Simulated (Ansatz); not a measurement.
From the elastic tensor of Be to moduli and sound speeds

Computed with Ansatz 0.2.0, DFT PBE, scalar-relativistic, plane waves, PAW. Cutoff 420 eV, 32×32×32 k-points (Γ-centred), Fermi-Dirac smearing of 0.15 eV. No spin polarisation.

Space group Fm-3m (No. 225), cubic, a = 3.160 Å. Be is surrounded by 12 Be at 2.23 Å.

The cell was found from a structure generator's guess, not taken from experiment. In a metal, frequencies and elastic constants depend on the k mesh and the smearing, soft modes and shear constants most. This form isn't the element's ground state: it lies 82 meV/atom above the standard structure at this level.

Relaxed-ion constants (GPa, on the Cartesian axes of the calculation):
C11 = 216.3, C12 = 70.4, C13 = 70.4, C22 = 216.3, C23 = 70.4, C33 = 216.3, C44 = 144.8, C55 = 144.8, C66 = 144.8 GPa; the others vanish.

Density 1.897 g/cm³; 1 atom in 7.89 Å³.

With S = C⁻¹: B_V = (C11+C22+C33+2(C12+C13+C23))/9, G_V = (C11+C22+C33−C12−C13−C23+3(C44+C55+C66))/15, 1/B_R = S11+S22+S33+2(S12+S13+S23), 15/G_R = 4(S11+S22+S33−S12−S13−S23)+3(S44+S55+S66); Hill is their mean. Then v_l = √((B+4G/3)/ρ), v_t = √(G/ρ), v_m = [(2/v_t³+1/v_l³)/3]^(−1/3) and Θ = (ħ/k_B)·v_m·(6π²n/V)^(1/3) for n atoms in the volume V; E = 9BG/(3B+G), ν = (3B−2G)/(2(3B+G)) and A^U = 5G_V/G_R + B_V/B_R − 6.

```
Bulk modulus, Voigt / Reuss / Hill          : 119.0 / 119.0 / 119.0 GPa
Shear modulus, Voigt / Reuss / Hill         : 116.1 / 103.9 / 110.0 GPa
Young's modulus                             : 252 GPa
Poisson ratio                               : 0.147
Pugh ratio B/G                              : 1.08 (under 1.75, the rule of thumb for brittle)
Universal anisotropy index                  : 0.59
Longitudinal and transverse sound speeds    : 11834 and 7614 m/s
Debye temperature from the mean sound speed : 1250 K
```
